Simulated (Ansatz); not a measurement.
Consider ZnTe in the zinc blende structure (space group F-43m, No. 216).

```
CELL_PARAMETERS angstrom
      0.00000     3.05670     3.05670
      3.05670     0.00000     3.05670
      3.05670     3.05670     0.00000
ATOMIC_POSITIONS crystal
  Te 0.75000 0.75000 0.75000
  Zn 0.00000 0.00000 0.00000
```

Computed with Ansatz (a program for electronic structure) r2SCAN, no SOC.

Before the change:

The pressure is 0.1 kbar.

Modification: every lattice vector is stretched by 1.34 %; the atoms relax in the strained cell.

### Question
What happens to the energy relative to the base and pressure?

### Answer
The energy goes up by 6.8 meV/atom; the pressure drops by 18.2 kbar to -18.1 kbar.

Whether these cells are dynamically stable was not tested.
